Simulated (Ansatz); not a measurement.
# wB97M-V/cc-pVDZ run of C3H6O (acetone)

Aim: the energy change on altering one bond length of C3H6O (acetone) at wB97M-V/cc-pVDZ, from 2 runs. 

Program for the calculation: Ansatz 0.2.0.

48 further runs of the same task are left out: 48 set aside as unsound or not needed.

### 1 Starting point

C3H6O has 10 atoms, charge 0, and is taken as a singlet. As SMILES, `CC(C)=O`. The coordinates come from a PBE0-D4/def2-TZVP relaxation.

Bond lengths: C1–C2 1.506 Å, C2–C3 1.506 Å, C2–O4 1.206 Å, C1–H5 1.093 Å, C1–H6 1.094 Å, C1–H7 1.088 Å, C3–H8 1.094 Å, C3–H9 1.088 Å, C3–H10 1.093 Å. Some angles: C1–C2–C3 116.4°, C1–C2–O4 121.8°, C3–C2–O4 121.8°, C2–C1–H5 110.6°, C2–C1–H6 109.7°, C2–C1–H7 110.1°, C2–C3–H8 109.7°, C2–C3–H9 110.1°, C2–C3–H10 110.6°, H5–C1–H6 106.8°.

### 2 A single-point energy at wB97M-V/cc-pVDZ

in.yaml reads:

```yaml
crystal:
  periodic: [false, false, false]
  atoms:
    - {symbol: C, position_ang: [-0.763500, 0.843700, -0.605500]}
    - {symbol: C, position_ang: [0.498000, 0.046700, -0.400600]}
    - {symbol: C, position_ang: [0.525100, -0.866200, 0.797100]}
    - {symbol: O, position_ang: [1.435000, 0.134800, -1.154100]}
    - {symbol: H, position_ang: [-1.637300, 0.186500, -0.611300]}
    - {symbol: H, position_ang: [-0.898500, 1.540800, 0.227000]}
    - {symbol: H, position_ang: [-0.707800, 1.399400, -1.539600]}
    - {symbol: H, position_ang: [-0.233900, -1.646100, 0.683600]}
    - {symbol: H, position_ang: [1.506700, -1.325600, 0.895800]}
    - {symbol: H, position_ang: [0.276100, -0.314000, 1.707400]}
basis:
  gaussian:
    orbitals: cc-pVDZ
hamiltonian:
  xc: {name: wB97M-V}
accuracy: high
output: {orbitals: {seedname: orbitals}}
```

Command:

```bash
$ ansatz run in.yaml --threads 1 --pin off --max-ram 3480MiB --events-out events.jsonl --progress --plain --runs-dir runs
```

Output:

```text
Warning: RAYON_NUM_THREADS=1 ignored (pool sized by the plan → 1); use --threads N
Functional definition: wB97M-V
  name "wB97M-V"
  parameter omega = 0.3/bohr
  parameter cx = 0.15
  parameter cx01 = 1.007
  parameter cx10 = 0.259
  parameter css00 = 0.443
  parameter css04 = -1.437
  parameter css10 = -4.535
  parameter css20 = -3.390
  parameter css43 = 4.278
  parameter cos00 = 1.000
  parameter cos10 = 1.358
  parameter cos20 = 2.924
  parameter cos21 = -8.812
  parameter cos60 = -1.390
  parameter cos61 = 9.142
  parameter b = 6.0
  parameter c = 0.01
  gx(w, u) = 1 - cx + cx01*u + cx10*w
  gss(w, u) = css00 + css04*u^4 + css10*w + css20*w^2 + css43*w^4*u^3
  gos(w, u) = cos00 + cos10*w + (cos20 + cos21*u)*w^2 + (cos60 + cos61*u)*w^6
  exchange = spin_sum(e_x_unif_sr(omega)*gx(b97_w, b97_u_x)) + cx*exact_x_sr(omega) + exact_x_lr(omega)
  correlation = spin_sum(e_c_pw_mod_same_spin*gss(b97_w, b97_u_same))
      + integral(e_c_pw_mod_opposite_spin*gos(b97_w_opposite, b97_u_opposite)) + vv10(b, c)
2093 factors; integrals over basis functions are off by at most 3.5e-9 eV
348 factors; integrals over basis functions are off by at most 2.0e-9 eV
mean field evaluation 1: about -5249.3748 eV, gradient 4.5e1 eV
mean field evaluation 2: about -5249.8801 eV, gradient 4.8e1 eV
mean field evaluation 4: about -5253.6948 eV, gradient 1.7e0 eV
mean field evaluation 8: about -5253.7059 eV, gradient 1.1e-1 eV
mean field evaluation 16: about -5253.7059 eV, gradient 9.9e-6 eV
mean field -5253.70590602 eV, -193.0701309565 hartree, gradient 4.4e-8 eV, S^2 0.000000; 0 other end points of the search recorded, 0 dependent functions left out
reference -5253.70590982 eV, -193.0701310961 hartree; 16, 16 occupied and 70, 70 virtual orbitals, 2093 factors
Total energy: -5253.70590982 eV, -193.0701310961 hartree
```

Run time: 51 s. Hardware: 1 thread of Arm Neoverse V2, shared host; peak memory 0.51 GiB.

### 3 The distorted shape at the same level

run.yaml reads:

```yaml
basis:
  gaussian: {orbitals: cc-pVDZ}
crystal:
  periodic: [false, false, false]
  atoms:
    - symbol: C
      position_ang: [-1.141923, 1.082783, -0.666966]
    - symbol: C
      position_ang: [0.498000, 0.046700, -0.400600]
    - symbol: C
      position_ang: [0.525100, -0.866200, 0.797100]
    - symbol: O
      position_ang: [1.435000, 0.134800, -1.154100]
    - symbol: H
      position_ang: [-2.015723, 0.425583, -0.672766]
    - symbol: H
      position_ang: [-1.276923, 1.779883, 0.165534]
    - symbol: H
      position_ang: [-1.086223, 1.638483, -1.601066]
    - symbol: H
      position_ang: [-0.233900, -1.646100, 0.683600]
    - symbol: H
      position_ang: [1.506700, -1.325600, 0.895800]
    - symbol: H
      position_ang: [0.276100, -0.314000, 1.707400]
hamiltonian: {xc: {name: wB97M-V}}
accuracy: high
output: {orbitals: {seedname: orbitals}}
```

Command:

```bash
$ ansatz run run.yaml --threads 1 --pin off --max-ram 3480MiB --events-out events.jsonl --progress --plain --runs-dir runs
```

Output:

```text
Warning: RAYON_NUM_THREADS=1 ignored (pool sized by the plan → 1); use --threads N
Functional definition: wB97M-V
  name "wB97M-V"
  parameter omega = 0.3/bohr
  parameter cx = 0.15
  parameter cx01 = 1.007
  parameter cx10 = 0.259
  parameter css00 = 0.443
  parameter css04 = -1.437
  parameter css10 = -4.535
  parameter css20 = -3.390
  parameter css43 = 4.278
  parameter cos00 = 1.000
  parameter cos10 = 1.358
  parameter cos20 = 2.924
  parameter cos21 = -8.812
  parameter cos60 = -1.390
  parameter cos61 = 9.142
  parameter b = 6.0
  parameter c = 0.01
  gx(w, u) = 1 - cx + cx01*u + cx10*w
  gss(w, u) = css00 + css04*u^4 + css10*w + css20*w^2 + css43*w^4*u^3
  gos(w, u) = cos00 + cos10*w + (cos20 + cos21*u)*w^2 + (cos60 + cos61*u)*w^6
  exchange = spin_sum(e_x_unif_sr(omega)*gx(b97_w, b97_u_x)) + cx*exact_x_sr(omega) + exact_x_lr(omega)
  correlation = spin_sum(e_c_pw_mod_same_spin*gss(b97_w, b97_u_same))
      + integral(e_c_pw_mod_opposite_spin*gos(b97_w_opposite, b97_u_opposite)) + vv10(b, c)
2069 factors; integrals over basis functions are off by at most 3.0e-9 eV
360 factors; integrals over basis functions are off by at most 2.2e-9 eV
mean field evaluation 1: about -5248.0607 eV, gradient 4.5e1 eV
mean field evaluation 2: about -5247.6190 eV, gradient 5.3e1 eV
mean field evaluation 4: about -5252.3759 eV, gradient 1.8e0 eV
mean field evaluation 8: about -5252.3923 eV, gradient 1.7e-1 eV
mean field evaluation 16: about -5252.3925 eV, gradient 1.9e-5 eV
mean field -5252.39249766 eV, -193.0218640894 hartree, gradient 9.0e-8 eV, S^2 0.000000; 0 other end points of the search recorded, 0 dependent functions left out
reference -5252.39250164 eV, -193.0218642357 hartree; 16, 16 occupied and 70, 70 virtual orbitals, 2069 factors
Total energy: -5252.39250164 eV, -193.0218642357 hartree
```

Wall time 50 s (1 thread of Arm Neoverse V2, shared host); peak memory 0.51 GiB.

### 4 Outcome

Level: wB97M-V/cc-pVDZ.

| quantity | value |
| --- | --- |
| first shape: total energy | -193.07013 Eh |
| first shape: HOMO energy | -9.36 eV |
| first shape: LUMO energy | 2.32 eV |
| first shape: HOMO–LUMO gap | 11.67 eV |
| distorted shape: total energy | -193.02186 Eh |
| distorted shape: HOMO energy | -9.07 eV |
| distorted shape: LUMO energy | 2.16 eV |
| distorted shape: HOMO–LUMO gap | 11.23 eV |
| energy change with the C1–C2 bond stretched from 1.506 to 1.958 Å | 1.313 eV |

With the C1–C2 bond stretched from 1.506 to 1.958 Å the energy rises by 1.31 eV (127 kJ/mol). The first shape isn't relaxed at this level, so the change isn't measured from a minimum.
